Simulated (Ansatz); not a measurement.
# TiAl6: from a guess to a relaxed structure

Where does this trial cell of TiAl6 go when cell and atoms are let free?

Method: DFT PBE, scalar-relativistic, plane waves, PAW, in Ansatz 0.2.0.

**1. The system as given**

It takes space group P6/mmm (No. 191, hexagonal). The conventional cell has a = 4.536 Å, b = 4.536 Å, c = 4.905 Å, α = 90.00°, β = 90.00°, γ = 120.00°. Ti (site symmetry 6/mmm) is surrounded by 12 Al at 2.88 Å. Al (site symmetry m2m) has 3 Al at 1.51 to 1.52 Å as nearest neighbours.

As a file:

```xyz
7
Lattice="4.5363 0.0000 0.0000 -2.2681 3.9285 0.0000 0.0000 0.0000 4.9054" Properties=species:S:1:pos:R:3 pbc="T T T"
Ti    0.0000    0.0000    0.0000
Al    1.5101    0.0000    2.4527
Al    3.0262    0.0000    2.4527
Al   -0.7551    1.3078    2.4527
Al   -1.5131    2.6207    2.4527
Al    1.5131    2.6207    2.4527
Al    0.7551    1.3078    2.4527
```

A structure generator made this guess: species swapped into a database cell of SmC6 (P6/mmm, No. 191), with Ti on the Sm sites and Al on the C sites. The dimensions are guesses.

**2. The guess as it stands, on a coarse mesh**

The input, input.yaml:

```yaml
crystal:
  lattice:
    - [4.5362689, 0.0, 0.0]
    - [-2.26813445, 3.9285241, 0.0]
    - [0.0, 0.0, 4.90541963]
  atoms:
    - { symbol: Ti, position: [0.0, 0.0, 0.0] }
    - { symbol: Al, position: [0.33289683, 0.0, 0.5] }
    - { symbol: Al, position: [0.66710317, 0.0, 0.5] }
    - { symbol: Al, position: [0.0, 0.33289683, 0.5] }
    - { symbol: Al, position: [0.0, 0.66710317, 0.5] }
    - { symbol: Al, position: [0.66710317, 0.66710317, 0.5] }
    - { symbol: Al, position: [0.33289683, 0.33289683, 0.5] }
basis:
  ecutwfc: 420
kpoints:
  mp_grid: { grid: [6, 6, 4] }
hamiltonian:
  xc: pbe
scf:
  occupations: { method: gaussian, width: 0.1 }
  lower_state_search: "off"
output:
  forces: true
  stress: true
  eigenvalues: true
```

Command:

```console
> ansatz run input.yaml --threads 1 --pin off --max-ram 2048MiB --backend cpu --events-out ev --progress --plain --runs-dir out
```

Standard output, shortened:

```text
Warning: RAYON_NUM_THREADS=1 ignored (pool sized by the plan → 1); use --threads N
[...]
Pseudopotentials: kind: paw
Pseudopotential: Ti, paw, valence charge 12, recommended cutoff 420 eV (normal), Ti.paw.azcp
Pseudopotential: Al, paw, valence charge 3, recommended cutoff 420 eV (normal), Al.paw.azcp
Functional definition: PBE
[...]
Crystal: 7 atoms, lattice volume = 87.419 Å³
Basis set: ecut = 420 eV, 1715 PW (Γ), exchange–correlation on 64×64×72 points (8 copies of the dense FFT grid, shifted against one another)
Bands: 22, of which v1, the nominal top of the filled ones, is band 15 counted from 1 (14 counted from 0)
Symmetry: 24 space group operations
Space group: P6/mmm (ITA 191), of the structure as read, at distance tolerance 4.4e-5 Å
[...]
E sigma→0 (E₀):  -5624.005469 eV
Entropy (-TS):   -0.030729 eV (-4.390 meV/atom)
Fermi energy:    11.834101 eV
[...]
--- Forces (eV/Å), atoms counted from 1 ---
  atom   1  Ti    -0.00000000    -0.00000000     0.00000000
  atom   2  Al     0.07071198     0.00000000     0.00000000
  atom   3  Al    -0.07071198     0.00000000     0.00000000
  atom   4  Al    -0.03535599     0.06123837     0.00000000
  atom   5  Al     0.03535599    -0.06123837     0.00000000
  atom   6  Al    -0.03535599    -0.06123837     0.00000000
  atom   7  Al     0.03535599     0.06123837     0.00000000
[...]
--- Stress (GPa, compression-positive) ---
      413.300352       0.000000       0.000000
        0.000000     413.300352       0.000000
        0.000000       0.000000     -21.826600
  P = ⅓ Tr σ = 268.2580 GPa (2682.580 kbar)
--- Band table (eV; the first three rows and the last of 21) ---
[... band rows left out ...]
[...]
```

It took 2.9 s on 1 thread of Intel Xeon 6975P-C (Granite Rapids), shared host; peak memory 0.39 GiB.

Read-out: pressure 268.3 GPa, largest force 0.07 eV/Å, gap on this mesh none (metal). A guess like this is first relaxed loosely on the coarse mesh.

**3. A loose first relaxation**

input.yaml, as its differences from that of step 2:

```diff
@@ -26 +26,6 @@
   eigenvalues: true
+relax:
+  adjacent_minimum: "off"
+  f_tol: 0.04
+  max_steps: 70
+  cell: { stress_tol: 0.4 }
```

Command:

```console
> ansatz run input.yaml --threads 1 --pin off --max-ram 2048MiB --backend cpu --events-out ev --progress --plain --runs-dir out
```

Standard output:

```text
Warning: RAYON_NUM_THREADS=1 ignored (pool sized by the plan → 1); use --threads N
Engine: ansatz 0.2.0, x86_64-unknown-linux-gnu
[... 4 set-up lines as earlier in the session ...]
  parameter kappa = 0.804
  parameter beta = 0.06672455060314922
  exchange = pbe_x(kappa = kappa, mu = beta*pi^2/3)
  correlation = pbe_c(beta = beta)
Crystal: 7 atoms, lattice volume = 87.419 Å³
Basis set: ecut = 420 eV, 1715 PW (Γ), exchange–correlation on 64×64×72 points (8 copies of the dense FFT grid, shifted against one another)
Bands: 22, of which v1, the nominal top of the filled ones, is band 15 counted from 1 (14 counted from 0)
[... 2 set-up lines as earlier in the session ...]
k-points: 21 of 144
Non-local potential: Ti, projectors of the file, l = 0: 3, l = 1: 2, l = 2: 3, l = 3: 1
Non-local potential: Al, projectors of the file, l = 0: 2, l = 1: 2, l = 2: 1
PAW form: soft (Blöchl's): semilocal exchange-correlation on the pseudo side does not see the compensation charge
PAW one-centre angular grid: Ti, 590 points (default); XC on 64 Gauss nodes
PAW one-centre angular grid: Al, 110 points (default); XC on 64 Gauss nodes
Initial density: superposition of atomic densities (neutral atoms: chi_scale 0, normalization atom), corrected by the library's trained network
Initial wavefunctions: pseudopotential atomic-orbital guess
Functional: x = pbe(κ = 0.804, μ = 0.2195149727645171), c = pbe(β = 0.06672455060314922)
SCF iter   1: F=—  HF=-5625.326308 eV  |F-HF|=—  |Δ(HF+E_count)|=         —  Δρ=7.11e-2  dr2=1.29e1  ethr=1.77e-3  ⟨swp⟩=11.3  Hψ=3670  notcnv=0
preconditioner: auto → LDOS  [metal: Δε(μ)=0.047 eV  Ē_g=6.647 eV  σ=0.100 eV  W_gap=0.26  n_scr=20 (ndim 8)  ℏωp=18.6 eV  f_vac=0.036  D(μ)=4.83/eV (n_scr^D=52)  β→1.0]
SCF iter   2: F=—  HF=-5624.141623 eV  |F-HF|=—  |Δ(HF+E_count)|=    1.18e0  Δρ=1.78e-2  dr2=5.14e-1  ethr=1.77e-3  ⟨swp⟩=4.3  Hψ=1361  notcnv=0  defer=29
preconditioner: auto → Kerker (q_TF=auto, 2.283 Å⁻¹)  [metal: Δε(μ)=0.032 eV  Ē_g=6.986 eV  σ=0.100 eV  W_gap=0.18  n_scr=20 (ndim 8)  ℏωp=18.6 eV  f_vac=0.000  D(μ)=6.99/eV (n_scr^D=82)  β→0.5]
SCF iter   3: F=—  HF=-5624.067679 eV  |F-HF|=—  |Δ(HF+E_count)|=   7.39e-2  Δρ=1.82e-2  dr2=5.36e-1  ethr=1.71e-3  ⟨swp⟩=3.1  Hψ=887  notcnv=0  defer=27
SCF iter   4: F=—  HF=-5624.022913 eV  |F-HF|=—  |Δ(HF+E_count)|=   4.48e-2  Δρ=5.76e-3  dr2=4.38e-2  ethr=1.71e-3  ⟨swp⟩=2.0  Hψ=595  notcnv=0  defer=26
SCF iter   5: F=—  HF=-5624.021664 eV  |F-HF|=—  |Δ(HF+E_count)|=   1.25e-3  Δρ=3.37e-3  dr2=1.88e-2  ethr=1.46e-4  ⟨swp⟩=2.7  Hψ=850  notcnv=0  defer=27
SCF iter   6: F=—  HF=-5624.020841 eV  |F-HF|=—  |Δ(HF+E_count)|=   8.23e-4  Δρ=7.34e-4  dr2=6.76e-4  ethr=6.25e-5  ⟨swp⟩=1.7  Hψ=465  notcnv=0  defer=27
SCF iter   7: F=—  HF=-5624.020895 eV  |F-HF|=—  |Δ(HF+E_count)|=   5.37e-5  Δρ=4.67e-4  dr2=3.68e-4  ethr=2.25e-6  ⟨swp⟩=2.1  Hψ=555  notcnv=0  defer=27
SCF iter   8: F=—  HF=-5624.020885 eV  |F-HF|=—  |Δ(HF+E_count)|=   1.04e-5  Δρ=9.04e-5  dr2=1.25e-5  ethr=1.23e-6  ⟨swp⟩=1.7  Hψ=466  notcnv=0  defer=27
SCF iter   9: F=—  HF=-5624.020833 eV  |F-HF|=—  |Δ(HF+E_count)|=   5.14e-5  Δρ=1.08e-5  dr2=8.05e-8  ethr=3.33e-10  ⟨swp⟩=15.2  Hψ=3568  notcnv=0
SCF iter  10: F=-5624.020833 eV  HF=-5624.020833 eV  |F-HF|=6.71e-8  |Δ(HF+E_count)|=   3.61e-8  Δρ=6.75e-6  dr2=7.35e-8  ethr=2.68e-10  ⟨swp⟩=3.0  Hψ=1749  notcnv=0
SCF 1 converged in 10 iterations: F = -5624.020833 eV  dr2 = 7.35e-8
relax step   1: F+E_penalty+E_count = -5624.02083311 eV  Δ(F+E_penalty+E_count) = +0.000e0 eV  max|allowed force component| = 7.071e-2 eV/Å  Δτ_max = 0.0000 Å  P = +268.258 GPa  Ω = 87.419 Å³  (10 SCF iters, dr2 threshold 1.00e-7 eV, accepted)
[... from here on, the SCF cycles and remarks between the steps are left out ...]
relax step   2: F+E_penalty+E_count = -5644.20335045 eV  Δ(F+E_penalty+E_count) = -2.018e1 eV  max|allowed force component| = 8.085e-2 eV/Å  Δτ_max = 0.0002 Å  P = +211.426 GPa  Ω = 95.807 Å³  energy of the carried Pulay correction = -4.221e-3 eV  (7 SCF iters, dr2 threshold 7.00e-7 eV, accepted)
relax step   3: F+E_penalty+E_count = -5660.81774965 eV  Δ(F+E_penalty+E_count) = -1.661e1 eV  max|allowed force component| = 1.267e-1 eV/Å  Δτ_max = 0.0007 Å  P = +164.718 GPa  Ω = 104.498 Å³  energy of the carried Pulay correction = -8.206e-3 eV  (7 SCF iters, dr2 threshold 7.00e-7 eV, accepted)
relax step   4: F+E_penalty+E_count = -5674.25484146 eV  Δ(F+E_penalty+E_count) = -1.344e1 eV  max|allowed force component| = 2.626e-3 eV/Å  Δτ_max = 0.0010 Å  P = +126.531 GPa  Ω = 113.403 Å³  energy of the carried Pulay correction = -1.194e-2 eV  (8 SCF iters, dr2 threshold 7.00e-7 eV, accepted)
relax step   5: F+E_penalty+E_count = -5684.93477298 eV  Δ(F+E_penalty+E_count) = -1.068e1 eV  max|allowed force component| = 2.565e-2 eV/Å  Δτ_max = 0.0003 Å  P = +95.223 GPa  Ω = 122.485 Å³  energy of the carried Pulay correction = -1.542e-2 eV  (7 SCF iters, dr2 threshold 7.00e-7 eV, accepted)
relax step   6: F+E_penalty+E_count = -5693.32831227 eV  Δ(F+E_penalty+E_count) = -8.394e0 eV  max|allowed force component| = 1.747e-3 eV/Å  Δτ_max = 0.0004 Å  P = +70.660 GPa  Ω = 131.586 Å³  energy of the carried Pulay correction = -1.863e-2 eV  (7 SCF iters, dr2 threshold 7.00e-7 eV, accepted)
relax step   7: F+E_penalty+E_count = -5700.04299221 eV  Δ(F+E_penalty+E_count) = -6.715e0 eV  max|allowed force component| = 1.031e-1 eV/Å  Δτ_max = 0.0005 Å  P = +51.100 GPa  Ω = 139.815 Å³  energy of the carried Pulay correction = -2.132e-2 eV  (7 SCF iters, dr2 threshold 7.00e-7 eV, accepted)
relax step   8: F+E_penalty+E_count = -5704.92643966 eV  Δ(F+E_penalty+E_count) = -4.883e0 eV  max|allowed force component| = 9.384e-2 eV/Å  Δτ_max = 0.0005 Å  P = +35.014 GPa  Ω = 148.180 Å³  energy of the carried Pulay correction = -2.387e-2 eV  (7 SCF iters, dr2 threshold 7.00e-7 eV, accepted)
relax step   9: F+E_penalty+E_count = -5708.42807233 eV  Δ(F+E_penalty+E_count) = -3.502e0 eV  max|allowed force component| = 8.151e-2 eV/Å  Δτ_max = 0.0009 Å  P = +22.026 GPa  Ω = 155.330 Å³  energy of the carried Pulay correction = -2.591e-2 eV  (7 SCF iters, dr2 threshold 7.00e-7 eV, accepted)
relax step  10: F+E_penalty+E_count = -5710.96075858 eV  Δ(F+E_penalty+E_count) = -2.533e0 eV  max|allowed force component| = 8.252e-2 eV/Å  Δτ_max = 0.0014 Å  P = +11.501 GPa  Ω = 159.001 Å³  energy of the carried Pulay correction = -2.692e-2 eV  (7 SCF iters, dr2 threshold 7.00e-7 eV, accepted)
relax step  11: F+E_penalty+E_count = -5712.41287800 eV  Δ(F+E_penalty+E_count) = -1.452e0 eV  max|allowed force component| = 6.005e-2 eV/Å  Δτ_max = 0.0008 Å  P = +5.529 GPa  Ω = 157.283 Å³  energy of the carried Pulay correction = -2.645e-2 eV  (7 SCF iters, dr2 threshold 7.00e-7 eV, accepted)
relax step  12: F+E_penalty+E_count = -5713.32618333 eV  Δ(F+E_penalty+E_count) = -9.133e-1 eV  max|allowed force component| = 1.325e-1 eV/Å  Δτ_max = 0.0010 Å  P = +2.234 GPa  Ω = 152.222 Å³  energy of the carried Pulay correction = -2.504e-2 eV  (6 SCF iters, dr2 threshold 7.00e-7 eV, accepted)
relax step  13: F+E_penalty+E_count = -5714.17888202 eV  Δ(F+E_penalty+E_count) = -8.527e-1 eV  max|allowed force component| = 2.685e-1 eV/Å  Δτ_max = 0.0026 Å  P = +0.120 GPa  Ω = 145.241 Å³  energy of the carried Pulay correction = -2.299e-2 eV  (7 SCF iters, dr2 threshold 7.00e-7 eV, accepted)
relax step  14: F+E_penalty+E_count = -5715.05852780 eV  Δ(F+E_penalty+E_count) = -8.796e-1 eV  max|allowed force component| = 1.011e-1 eV/Å  Δτ_max = 0.0036 Å  P = -0.546 GPa  Ω = 137.197 Å³  energy of the carried Pulay correction = -2.049e-2 eV  (7 SCF iters, dr2 threshold 7.00e-7 eV, accepted)
relax step  15: F+E_penalty+E_count = -5715.78293563 eV  Δ(F+E_penalty+E_count) = -7.244e-1 eV  max|allowed force component| = 3.537e-2 eV/Å  Δτ_max = 0.0025 Å  P = +0.539 GPa  Ω = 128.742 Å³  energy of the carried Pulay correction = -1.766e-2 eV  (7 SCF iters, dr2 threshold 7.00e-7 eV, accepted)
relax step  16: F+E_penalty+E_count = -5716.12532439 eV  Δ(F+E_penalty+E_count) = -3.424e-1 eV  max|allowed force component| = 2.143e-2 eV/Å  Δτ_max = 0.0021 Å  P = +2.707 GPa  Ω = 120.539 Å³  energy of the carried Pulay correction = -1.470e-2 eV  (7 SCF iters, dr2 threshold 7.00e-7 eV, accepted)
relax step  17: F+E_penalty+E_count = -5716.14199113 eV  Δ(F+E_penalty+E_count) = -1.667e-2 eV  max|allowed force component| = 1.953e-2 eV/Å  Δτ_max = 0.0003 Å  P = +1.320 GPa  Ω = 120.973 Å³  energy of the carried Pulay correction = -1.486e-2 eV  (6 SCF iters, dr2 threshold 7.00e-7 eV, accepted)
relax step  18: F+E_penalty+E_count = -5716.14632990 eV  Δ(F+E_penalty+E_count) = -4.339e-3 eV  max|allowed force component| = 9.979e-3 eV/Å  Δτ_max = 0.0005 Å  P = -0.094 GPa  Ω = 121.755 Å³  energy of the carried Pulay correction = -1.515e-2 eV  (6 SCF iters, dr2 threshold 7.00e-7 eV, accepted)
relax step  19: F+E_penalty+E_count = -5721.53584296 eV  Δ(F+E_penalty+E_count) = -5.390e0 eV  max|allowed force component| = 3.949e-2 eV/Å  Δτ_max = 0.0000 Å  P = +20.454 GPa  Ω = 121.755 Å³  stress off target by 2.96e1 GPa  SCF on the basis re-selected at this cell (its energy is not comparable with the rows above)  (8 SCF iters)
relax step  20: F+E_penalty+E_count = -5722.60511668 eV  Δ(F+E_penalty+E_count) = -1.069e0 eV  max|allowed force component| = 5.082e-2 eV/Å  Δτ_max = 0.0019 Å  P = +13.594 GPa  Ω = 126.414 Å³  energy of the carried Pulay correction = -1.857e-3 eV  (6 SCF iters, dr2 threshold 7.00e-7 eV, accepted)
relax step  21: F+E_penalty+E_count = -5723.23056243 eV  Δ(F+E_penalty+E_count) = -6.254e-1 eV  max|allowed force component| = 1.168e-1 eV/Å  Δτ_max = 0.0038 Å  P = +3.679 GPa  Ω = 140.858 Å³  energy of the carried Pulay correction = -1.199e-2 eV  (7 SCF iters, dr2 threshold 7.00e-7 eV, accepted)
relax step  22: F+E_penalty+E_count = -5723.45036958 eV  Δ(F+E_penalty+E_count) = -2.198e-1 eV  max|allowed force component| = 7.192e-2 eV/Å  Δτ_max = 0.0085 Å  P = -0.047 GPa  Ω = 146.728 Å³  energy of the carried Pulay correction = -1.604e-2 eV  (6 SCF iters, dr2 threshold 7.00e-7 eV, accepted)
relax step  23: F+E_penalty+E_count = -5723.45895369 eV  Δ(F+E_penalty+E_count) = -8.584e-3 eV  max|allowed force component| = 6.042e-2 eV/Å  Δτ_max = 0.0015 Å  P = +0.110 GPa  Ω = 146.152 Å³  energy of the carried Pulay correction = -1.564e-2 eV  (6 SCF iters, dr2 threshold 7.00e-7 eV, accepted)
relax step  24: F+E_penalty+E_count = -5723.46007214 eV  Δ(F+E_penalty+E_count) = -1.118e-3 eV  max|allowed force component| = 9.959e-3 eV/Å  Δτ_max = 0.0031 Å  P = -0.038 GPa  Ω = 146.336 Å³  energy of the carried Pulay correction = -1.576e-2 eV  (6 SCF iters, dr2 threshold 2.28e-7 eV, accepted)
relax step  25: F+E_penalty+E_count = -5723.48722991 eV  Δ(F+E_penalty+E_count) = -2.716e-2 eV  max|allowed force component| = 9.170e-3 eV/Å  Δτ_max = 0.0000 Å  P = +0.137 GPa  Ω = 146.336 Å³  stress off target by 2.58e-1 GPa  SCF on the basis re-selected at this cell (its energy is not comparable with the rows above)  (6 SCF iters)
basis re-selected at this cell: Δ(F+E_penalty+E_count) = -2.716e-2 eV, ΔP = +0.175 GPa vs the last step (what re-selecting the basis moved, of the pressure what is left beyond the Pulay correction that the steps carried, after the strain that the cell walked since its last selection, with what the two solves' SCF thresholds leave and, on support functions, any second-order correction that the steps lacked; it is no measure of the basis error at this ecutwfc). The dense FFT grid was sized anew with the basis: this SCF ran on 54×54×20 points, the steps before it on 48×48×20, so part of this shift can come from that change (see relax.cell in the input reference). This SCF's stress stands 2.58e-1 GPa from its target on what of the cell is left free (relax.cell.stress_tol is 4.00e-1 GPa) and its largest allowed force component is 9.17e-3 eV/Å (relax.f_tol is 4.00e-2 eV/Å): within both
SCF converged after 6 iterations
Free energy (F): -5723.487230 eV
Harris-Foulkes:  -5723.487230 eV  (|F-HF|=1.82e-12)
Internal energy: -5723.454179 eV  (E = F + TS)
E sigma→0 (E₀):  -5723.470704 eV
Entropy (-TS):   -0.033051 eV (-4.722 meV/atom)
Fermi energy:    6.271627 eV
--- Per-component energies (eV) ---
  E_band       = -208.373313
  E_kinetic    = 401.154548
  E_local      = -1950.066429  (includes V_loc(G=0)·N_el)
  E_nonlocal   = 73.875586
  E_hartree    = 874.904153
  E_xc         = -330.997888
  E_vxc        = -289.067406  (∫ρ·V_xc dr)
  E_paw        = -3852.855689  (= ΣΔE_a)
  E_vpaw       = -194.078200  (= ΣTr[D̂ρ^β])
  E_aug_tail   = 0.000112  (compensation charges beyond the density's cutoff)
  E_ewald      = -939.468572
  E_smearing   = -0.033051  (= −TS)
  E_closure    = 0.000000  (closes the sum)
  Σ components = -5723.487230   (vs F -5723.487230, Δ=0.00e0)
--- Forces (eV/Å), atoms counted from 1 ---
  atom   1  Ti     0.00000000     0.00000000     0.00000000
  atom   2  Al    -0.00917013     0.00000000    -0.00000000
  atom   3  Al     0.00917013    -0.00000000     0.00000000
  atom   4  Al     0.00458506    -0.00794156    -0.00000000
  atom   5  Al    -0.00458506     0.00794156     0.00000000
  atom   6  Al     0.00458506     0.00794156    -0.00000000
  atom   7  Al    -0.00458506    -0.00794156     0.00000000
  max |Σ_I F_I| component: 8.67e-18 eV/Å
--- Stress (GPa, compression-positive) ---
        0.258464       0.000000       0.000000
        0.000000       0.258464      -0.000000
        0.000000      -0.000000      -0.107207
  P = ⅓ Tr σ = 0.1366 GPa (1.366 kbar)
--- Band table (eV; the first three rows and the last of 21) ---
  k-point 0: bands = ["-50.7267", "-27.1218", "-27.1218", "-26.5252", "-3.2537", "-0.7909", "-0.7909", "-0.5314", "-0.5314", "1.5821", "2.5928", "4.2346", "4.2346", "5.5306", "5.7621", "7.6336", "7.6336", "7.7447", "7.7447", "8.2244", "8.2244", "10.1080"]
  k-point 1: bands = ["-50.6989", "-27.0943", "-27.0943", "-26.7575", "-2.0985", "0.1977", "0.1977", "0.5878", "0.5878", "2.7480", "3.6398", "5.1258", "5.1258", "5.8067", "6.1677", "6.1677", "6.8250", "7.8346", "7.8346", "8.1055", "8.9422", "8.9422"]
  k-point 2: bands = ["-50.6709", "-27.0666", "-27.0666", "-26.9834", "0.7982", "1.7857", "2.2197", "2.2197", "3.5753", "3.5753", "4.1001", "4.1001", "4.1093", "4.1093", "5.0600", "5.8551", "6.9755", "7.1972", "7.1972", "7.2356", "7.2356", "7.9667"]
  k-point 20: bands = ["-50.6709", "-27.0666", "-27.0666", "-26.9834", "1.5003", "1.5003", "1.5311", "2.3910", "2.9630", "2.9630", "4.2536", "4.2536", "4.9657", "5.0438", "5.0438", "5.9416", "5.9508", "5.9508", "7.3087", "8.0142", "8.0142", "9.0484"]
--- Relaxed structure (23 steps of the walk, 23 accepted, 2 SCFs on fresh bases) ---
  F+E_penalty+E_count = -5723.48722991 eV   max|allowed force component| = 9.170e-3 eV/Å   (the final SCF, on the basis selected at the relaxed cell)
  cell:  # Å, volume = 146.3357 Å³
    - [7.73544953669475, 0.0, 0.0]
    - [-3.867724768347375, 6.699095808470219, 0.0]
    - [0.0, 0.0, 2.8238941659963888]
  atoms:
    - { symbol: Ti, position: [-1.1519342285630332e-19, -6.308161358674303e-20, 0.0] }
    - { symbol: Al, position: [0.33342020376702075, -6.30816135867429e-20, 0.5000000000000001] }
    - { symbol: Al, position: [0.666579796232979, -6.30816135867429e-20, 0.5000000000000001] }
    - { symbol: Al, position: [-2.7755575615628914e-17, 0.3334202037670207, 0.5000000000000001] }
    - { symbol: Al, position: [1.6653345369377348e-16, 0.6665797962329794, 0.5000000000000001] }
    - { symbol: Al, position: [0.6665797962329791, 0.6665797962329794, 0.5000000000000001] }
    - { symbol: Al, position: [0.33342020376702075, 0.3334202037670207, 0.5000000000000001] }
```

It took 63 s on 1 thread of Intel Xeon 6975P-C (Granite Rapids), shared host; peak memory 0.45 GiB.

Relaxation path:

```
step  E - E(step 1) (eV/cell)  largest force component (eV/Å)  pressure (GPa)  volume (Å³)
   1                   0.0000                          0.0707          268.26        87.42
   2                 -20.1825                          0.0809          211.43        95.81
   3                 -36.7969                          0.1267          164.72       104.50
   4                 -50.2340                          0.0026          126.53       113.40
   5                 -60.9139                          0.0257           95.22       122.48
   6                 -69.3075                          0.0017           70.66       131.59
   7                 -76.0222                          0.1031           51.10       139.82
   8                 -80.9056                          0.0938           35.01       148.18
   9                 -84.4072                          0.0815           22.03       155.33
  10                 -86.9399                          0.0825           11.50       159.00
  11                 -88.3920                          0.0601            5.53       157.28
  12                 -89.3054                          0.1325            2.23       152.22
  13                 -90.1580                          0.2685            0.12       145.24
  14                 -91.0377                          0.1011           -0.55       137.20
  15                 -91.7621                          0.0354            0.54       128.74
  16                 -92.1045                          0.0214            2.71       120.54
  17                 -92.1212                          0.0195            1.32       120.97
  18                 -92.1255                          0.0100           -0.09       121.75
  19                 -97.5150                          0.0395           20.45       121.75
  20                 -98.5843                          0.0508           13.59       126.41
  21                 -99.2097                          0.1168            3.68       140.86
  22                 -99.4295                          0.0719           -0.05       146.73
  23                 -99.4381                          0.0604            0.11       146.15
  24                 -99.4392                          0.0100           -0.04       146.34
  25                 -99.4664                          0.0092            0.14       146.34
```

Step 1 is the start. Steps 19, 25 each repeat the geometry before them on a plane-wave basis chosen anew, so the energy can jump there without any move.

|  | before | after | change |
| --- | --- | --- | --- |
| a (Å) | 4.536 | 7.735 | +70.5 % |
| b (Å) | 4.536 | 7.735 | +70.5 % |
| c (Å) | 4.905 | 2.824 | -42.4 % |
| volume (Å³/atom) | 12.49 | 20.91 | +67.4 % |
| shortest distance (Å) | 1.510 | 2.577 | +70.7 % |
| space group (0.01 Å) | P6/mmm | P6/mmm | same |

The run keeps the 24 symmetry operations of the start, so it could not have lowered the symmetry.

(Part 1 of 2 ends here.)
